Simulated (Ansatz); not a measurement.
ZrO₂ (tetragonal-ZrO2 type, space group P4_2/nmc)

```
CELL_PARAMETERS angstrom
      7.24164     0.00000     0.00000
      3.62082     3.62082     0.00000
      0.00000     0.00000     5.28425
ATOMIC_POSITIONS crystal
  Zr 0.00000 0.00000 0.00000
  Zr 0.50000 0.00000 0.00000
  Zr 0.00000 0.50000 0.50000
  Zr 0.50000 0.50000 0.50000
  O  0.75000 0.50000 0.19251
  O  0.25000 0.50000 0.19251
  O  0.75000 0.50000 0.69251
  O  0.25000 0.50000 0.69251
  O  0.25000 0.00000 0.30749
  O  0.75000 0.00000 0.30749
  O  0.25000 0.00000 0.80749
  O  0.75000 0.00000 0.80749
```

The atoms are displaced by Q × the pattern below (from a DFPT mode at M = (0.5, 0.5, 0.0), largest move 1; Q in Å), at fixed cell. It is one choice among 2 degenerate patterns. (q is in reciprocal vectors of the primitive cell; the cell shown is doubled to hold the pattern.)

| atom | x | y | z |
|---|---|---|---|
| Zr1 | 0.000 | 0.000 | -0.401 |
| Zr2 | 0.000 | 0.000 | 0.401 |
| Zr3 | 0.000 | 0.000 | 1.000 |
| Zr4 | 0.000 | 0.000 | -1.000 |
| O5 | -0.959 | -0.210 | 0.000 |
| O6 | 0.959 | 0.210 | 0.000 |
| O7 | -0.525 | -0.384 | 0.000 |
| O8 | 0.525 | 0.384 | 0.000 |
| O9 | 0.384 | 0.525 | 0.000 |
| O10 | -0.384 | -0.525 | 0.000 |
| O11 | 0.210 | 0.959 | 0.000 |
| O12 | -0.210 | -0.959 | 0.000 |

The numbers are results of PBE (plane waves to 420 eV, PAW, scalar-relativistic; Ansatz, a first-principles code), not measurements. k mesh 9×9×6 (Γ-centred), Fermi-Dirac smearing 0.05 eV. E stands for the smeared free energy. The PAW data are Ansatz's earlier set. This is a high-temperature form of ZrO2. ZrO2 is run without spin polarisation. ZrO2 was relaxed with its symmetry unable to fall. The zero of ΔE is the undisplaced structure.

The scan covers Q from -0.180 to 0.180 Å in 13 points.

Task: Is this a single well or a double well?

Result: A single well with its minimum at or next to zero displacement.

Task: Which space group does the distorted structure have?

Result: P2_12_12 (No. 18), lowered from P4_2/nmc.

Task: What is the energy change at Q = 0.180 Å?

Result: 196.8 meV/cell.

Task: What harmonic wavenumber does the curvature at Q = 0 give?

Result: 87 cm⁻¹.

(A displaced cell: forces are minus the slopes of the energy, force constants its curvatures, and phonons follow from these.)
